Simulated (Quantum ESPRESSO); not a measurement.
# CoO (Pm-3m) in Quantum ESPRESSO: further runs, part 5 of 5

Quantum ESPRESSO 7.5. Earlier steps stand in the parts before.

### Step 7. Phonons, BLYP, collinear spin, ferromagnetic start

Contents of pw.in:

```
&CONTROL
  calculation = 'scf'
  prefix = 'pwscf'
  outdir = './tmp'
  pseudo_dir = './pseudo'
  tprnfor = .true.
  tstress = .true.
  disk_io = 'low'
/
&SYSTEM
  ibrav = 0
  A = 2.57052631
  nat = 2
  ntyp = 2
  ecutwfc = 96
  nbnd = 21
  input_dft = 'blyp'
  occupations = 'smearing'
  smearing = 'fd'
  degauss = 0.00367493
  nspin = 2
  starting_magnetization(1) = 0.1176
  starting_magnetization(2) = 0
/
&ELECTRONS
  conv_thr = 4d-10
  electron_maxstep = 120
  mixing_beta = 0.3
/
ATOMIC_SPECIES
Co    58.9332 Co.upf
O     15.9990 O.upf
CELL_PARAMETERS alat
   1.0000000000    0.0000000000    0.0000000000
   0.0000000000    1.0000000000    0.0000000000
   0.0000000000    0.0000000000    1.0000000000
ATOMIC_POSITIONS alat
Co     0.0000000000    0.0000000000    0.0000000000
O      0.5000000000    0.5000000000    0.5000000000
K_POINTS automatic
6 6 6 1 1 1
```

Contents of relax.in:

```
&CONTROL
  calculation = 'vc-relax'
  prefix = 'pwscf'
  outdir = './tmp'
  pseudo_dir = './pseudo'
  tprnfor = .true.
  tstress = .true.
  disk_io = 'low'
  nstep = 40
  forc_conv_thr = 0.0001
  etot_conv_thr = 1d-06
/
&SYSTEM
  ibrav = 0
  A = 2.57052631
  nat = 2
  ntyp = 2
  ecutwfc = 96
  nbnd = 21
  input_dft = 'blyp'
  occupations = 'smearing'
  smearing = 'fd'
  degauss = 0.00367493
  nspin = 2
  starting_magnetization(1) = 0.1176
  starting_magnetization(2) = 0
/
&ELECTRONS
  conv_thr = 4d-10
  electron_maxstep = 120
  mixing_beta = 0.3
/
&IONS
  ion_dynamics = 'bfgs'
/
&CELL
  cell_dynamics = 'bfgs'
  press = 0
  press_conv_thr = 0.2
/
ATOMIC_SPECIES
Co    58.9332 Co.upf
O     15.9990 O.upf
CELL_PARAMETERS alat
   1.0000000000    0.0000000000    0.0000000000
   0.0000000000    1.0000000000    0.0000000000
   0.0000000000    0.0000000000    1.0000000000
ATOMIC_POSITIONS alat
Co     0.0000000000    0.0000000000    0.0000000000
O      0.5000000000    0.5000000000    0.5000000000
K_POINTS automatic
6 6 6 1 1 1
```

Contents of scf2.in:

```
&CONTROL
  calculation = 'scf'
  prefix = 'pwscf'
  outdir = './tmp'
  pseudo_dir = './pseudo'
  tprnfor = .true.
  tstress = .true.
  disk_io = 'low'
/
&SYSTEM
  ibrav = 0
  A = 2.64902456
  nat = 2
  ntyp = 2
  ecutwfc = 96
  nbnd = 21
  input_dft = 'blyp'
  occupations = 'smearing'
  smearing = 'fd'
  degauss = 0.00367493
  nspin = 2
  starting_magnetization(1) = 0.1176
  starting_magnetization(2) = 0
/
&ELECTRONS
  conv_thr = 1d-13
  electron_maxstep = 120
  mixing_beta = 0.3
  startingpot = 'file'
  startingwfc = 'file'
/
ATOMIC_SPECIES
Co    58.9332 Co.upf
O     15.9990 O.upf
CELL_PARAMETERS alat
   0.9999999991    0.0000000000    0.0000000000
   0.0000000000    0.9999999991    0.0000000000
   0.0000000000    0.0000000000    0.9999999991
ATOMIC_POSITIONS alat
Co     0.0000000000    0.0000000000    0.0000000000
O      0.4999999996    0.4999999996    0.4999999996
K_POINTS automatic
6 6 6 1 1 1
```

Contents of ph.in:

```
phonons of CoO
&INPUTPH
  prefix = 'pwscf'
  outdir = './tmp'
  tr2_ph = 1d-16
  fildyn = 'dyn'
  niter_ph = 60
  alpha_mix(1) = 0.4
/
0.0000000000 0.0000000000 0.0000000000
```

Contents of dynmat.in:

```
&INPUT
  fildyn = 'dyn'
  asr = 'crystal'
  filout = 'dynmat.disp'
  fileig = 'dynmat.eig'
/
```

Potentials or basis: PseudoDojo 0.4.1 SR PBE standard.

Started as:

```bash
> OMP_NUM_THREADS=1 pw.x -in pw.in > pw.out
> OMP_NUM_THREADS=1 pw.x -in relax.in > relax.out
> OMP_NUM_THREADS=1 pw.x -in scf2.in > scf2.out
> OMP_NUM_THREADS=1 ph.x -in ph.in > ph.out
> OMP_NUM_THREADS=1 dynmat.x -in dynmat.in > dynmat.out
```

pw.out:

```text
This program is part of the open-source Quantum ESPRESSO suite
     for quantum simulation of materials; please cite
         "P. Giannozzi et al., J. Phys.:Condens. Matter 21 395502 (2009);
         "P. Giannozzi et al., J. Phys.:Condens. Matter 29 465901 (2017);
         "P. Giannozzi et al., J. Chem. Phys. 152 154105 (2020);
     in publications or presentations arising from this work. More details at

     IMPORTANT: XC functional enforced from input :
     Exchange-correlation= BLYP
                           (   1   3   1   3   0   0   0)
     Any further DFT definition will be discarded
     Please, verify this is what you really want

     Message from routine setup:
     using ibrav=0 with symmetry is DISCOURAGED, use correct ibrav instead

     G-vector sticks info
     --------------------
     sticks:   dense  smooth     PW     G-vecs:    dense   smooth      PW
     Sum         725     725    221                14531    14531    2373

     Using Slab Decomposition

     bravais-lattice index     =            0
     lattice parameter (alat)  =       4.8576  a.u.
[... 333 lines left out ...]
    17.3194  17.3194  18.0750  18.8677  18.8677  24.3675  25.3656  25.3656
    34.7313  40.1301  40.1301  40.1453  54.1513

     the Fermi energy is    16.9312 ev

!    total energy              =    -338.80599378 Ry
     estimated scf accuracy    <          9.8E-11 Ry
     smearing contrib. (-TS)   =      -0.00091304 Ry
     internal energy E=F+TS    =    -338.80508074 Ry

     The total energy is F=E-TS. E is the sum of the following terms:
     one-electron contribution =    -135.35783616 Ry
     hartree contribution      =      84.36977274 Ry
     xc contribution           =     -64.30773446 Ry
     ewald contribution        =    -223.50928286 Ry

     total magnetization       =     3.00 Bohr mag/cell
     absolute magnetization    =     3.03 Bohr mag/cell

     convergence has been achieved in  12 iterations

     Forces acting on atoms (cartesian axes, Ry/au):

     atom    1 type  1   force =     0.00000000    0.00000000    0.00000000
     atom    2 type  2   force =     0.00000000    0.00000000    0.00000000

     Total force =     0.000000     Total SCF correction =     0.000000

     Computing stress (Cartesian axis) and pressure

          total   stress  (Ry/bohr**3)                   (kbar)     P=      204.72
   0.00139168   0.00000000   0.00000000          204.72        0.00        0.00
   0.00000000   0.00139168   0.00000000            0.00      204.72        0.00
   0.00000000   0.00000000   0.00139168            0.00        0.00      204.72

=------------------------------------------------------------------------------=
   JOB DONE.
=------------------------------------------------------------------------------=
```

relax.out:

```text
This program is part of the open-source Quantum ESPRESSO suite
     for quantum simulation of materials; please cite
         "P. Giannozzi et al., J. Phys.:Condens. Matter 21 395502 (2009);
         "P. Giannozzi et al., J. Phys.:Condens. Matter 29 465901 (2017);
         "P. Giannozzi et al., J. Chem. Phys. 152 154105 (2020);
[... 1908 lines left out ...]
   0.00000000   0.00002214   0.00000000            0.00        3.26        0.00
   0.00000000   0.00000000   0.00002214            0.00        0.00        3.26

=------------------------------------------------------------------------------=
   JOB DONE.
=------------------------------------------------------------------------------=
```

Run time: 4.8 min. Hardware: 1 thread of Arm Neoverse N1, shared host; peak memory 0.07 GiB.

Results:

| Item | Value |
| --- | --- |
| Free energy | -4609.7870 eV |
| Relaxed volume | 9.29 Å³/atom |
| Relaxed cell | a = 2.649 Å, b = 2.649 Å, c = 2.649 Å, α = 90.00°, β = 90.00°, γ = 90.00° |
| Space group after relaxing (to 0.05 Å) | Pm-3m (No. 221) |
| Pressure after relaxing | 0.3 GPa |
| Band gap on the k mesh | none (metal or under the smearing width) |
| Net moment | 3.00 μB per cell |
| Absolute moment | 3.04 μB per cell |
| Site moments | Co +2.46; O +0.50 μB |
| Valence electrons inside the program's atomic spheres | Co 14.88; O 5.96 |

Step by step:
```tsv
step	energy change (eV)	largest force (eV/Å)	pressure (GPa)	volume (Å³)
1	0.0000	0.0000	20.47	16.99
2	-0.0931	0.0000	-2.28	18.82
3	-0.0947	0.0000	-0.30	18.62
4	-0.0948	0.0000	0.01	18.59
5	-0.0948	0.0000	0.00	18.59
```

Final structure:
```
Co O
1.0
     2.64902    0.00000    0.00000
     0.00000    2.64902    0.00000
     0.00000    0.00000    2.64902
Co O
1 1
Direct
  0.00000 0.00000 0.00000
  0.50000 0.50000 0.50000
```

Caveat: the k mesh is coarse (spacing up to 0.41 Å⁻¹), so the values aren't converged; the acoustic modes lie far from zero, so the frequencies are unreliable; the mesh is thin for the phonons of a metal; the potentials were made for another functional, which shifts forces and pressure; a cell with one magnetic atom can't hold antiferromagnetic order, which such compounds often take; semilocal functionals often make such compounds metallic where correlation or magnetic order opens a gap, which also shifts bond lengths. With open d or f shells a metallic result of BLYP can be an artefact of self-interaction; +U or a hybrid may open a gap.

### Step 8. Overview

| level | potentials or basis | form of the LDA correlation | gap on the mesh (eV) | pressure (GPa) | moment (μB) |
| --- | --- | --- | --- | --- | --- |
| LDA | PseudoDojo 0.4.1 SR LDA standard | PW92 | none | 0.0 | 2.98 |
| PBE | PseudoDojo 0.4.1 SR PBE standard | - | none | 0.1 | 3.00 |
| PBEsol | PseudoDojo 0.4.1 SR PBEsol standard | - | none | 0.0 | 3.00 |
| revPBE | PseudoDojo 0.4.1 SR PBE standard | - | none | 0.2 | 3.00 |
| RPBE | PseudoDojo 0.4.1 SR PBE standard | - | none | 0.2 | 3.00 |
| BLYP | PseudoDojo 0.4.1 SR PBE standard | - | none | 0.3 | 3.00 |

Alike in all rows: task phonons; spin collinear, ferromagnetic start; cell relaxed; k mesh 6 × 6 × 6, shifted; cutoff (eV) 1306; smearing fermi-dirac 0.05 eV; the mesh is coarse, so values aren't converged.

Caveats: all runs use coarse meshes; the mesh is thin for the phonons of a metal; a cell with one magnetic atom can't hold antiferromagnetic order, which such compounds often take; semilocal functionals often make such compounds metallic where correlation or magnetic order opens a gap, which also shifts bond lengths; some modes are imaginary (some runs); the potentials were made for another functional, which shifts forces and pressure (some runs); before the sum rule the acoustic modes lie tens of cm⁻¹ from zero, a sign that the density grid also shifts the optical modes (some runs); the acoustic modes lie far from zero, so the frequencies are unreliable (some runs).

Absolute energies hang on the potentials; compare differences alone.
